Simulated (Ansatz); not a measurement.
What strain does to MoTe₂ (P6_3/mmc)

MoTe₂ (started from an entry of an open crystallographic database), relaxed with r2SCAN+rVV10 in the plane-wave code Ansatz. It is hexagonal, P6_3/mmc (No. 194); conventional cell a = 3.542 Å, c = 14.177 Å, 25.67 Å³ an atom. Te is surrounded by 3 Mo at 2.72 Å; Mo is surrounded by 6 Te at 2.72 Å.

The axes x, y and z are those of this cell:
```
CELL_PARAMETERS angstrom
3.54213 0.00000 0.00000
-1.77106 3.06757 0.00000
0.00000 0.00000 14.17664
ATOMIC_POSITIONS crystal
Te 0.33333 0.66667 0.62341
Te 0.66667 0.33333 0.12341
Te 0.33333 0.66667 0.87659
Te 0.66667 0.33333 0.37659
Mo 0.33333 0.66667 0.25000
Mo 0.66667 0.33333 0.75000
```

Unstrained: PBE gives an indirect gap of 0.772 eV, from Γ to Γ–K (0.59 of the way from Γ); the least direct gap is 1.003 eV at K. The r2SCAN gap is indirect, 0.884 eV (Γ to Γ–K (0.59 of the way from Γ)), below the direct gap of 1.084 eV at K. The HSE06 gap is indirect, 1.186 eV (Γ to Γ–K (0.59 of the way from Γ)), below the direct gap of 1.409 eV at K. Meshes: PBE 12×12×2, r2SCAN 12×12×2, HSE06 6×6×2. Strains are changes of length per length. After each strain the atoms were relaxed again with r2SCAN+rVV10 within the symmetry that the strain leaves, so tilts or polar shifts that break it weren't tested; points keep the names that they have in the unstrained zone. Spin-unpolarised throughout; all numbers are computed.

Changes of the least gap in eV (an overlap counts as a negative gap):
```json
{"strain": "uniaxial -5.29 % along z", "volume change (%)": "-5.3", "space group": "P6_3/mmc", "PBE": "-0.339", "r2SCAN": "-0.312", "HSE06": "-0.351"}
{"strain": "isotropic +3.89 % on every length", "volume change (%)": "+12.1", "space group": "P6_3/mmc", "PBE": "-0.272", "r2SCAN": "-0.313", "HSE06": "-0.310"}
{"strain": "uniaxial -3.98 % along y", "volume change (%)": "-4.0", "space group": "Cmcm", "PBE": "-0.066", "r2SCAN": "-0.062", "HSE06": "-0.084"}
```

Uniaxial -5.29 % along z, other directions held. HSE06: the gap goes from 1.186 to 0.835 eV (-0.351 eV). Stress change with PBE, compression positive: xx +1.02, yy +1.02, zz +3.50 GPa.

Isotropic +3.89 % on every length. HSE06: the gap goes from 1.186 to 0.876 eV (-0.310 eV); the edges go from Γ → Γ–K (0.59) to Γ → K. Stress change with PBE, compression positive: xx -5.28, yy -5.28, zz -1.65 GPa.

Uniaxial -3.98 % along y, other directions held. HSE06: the gap goes from 1.186 to 1.102 eV (-0.084 eV); the edges go from Γ → Γ–K (0.59) to K → (0.193, 0.201, 0). Stress change with PBE, compression positive: xx +1.51, yy +5.64, zz +0.68 GPa.

No spin-orbit coupling is included; it can move band edges with weight on the heavy atoms by tenths of an eV.

Where an edge lies off the special points, it is a point of the mesh or the k point where a search put PBE's edge or least direct gap, reused for the other functionals, whose own edges may lie a little apart.

Coordinates of k points refer to the reciprocal vectors of the primitive cell of the runs.

The meshes of the hybrids are coarse, so their gaps aren't converged to the digits shown.
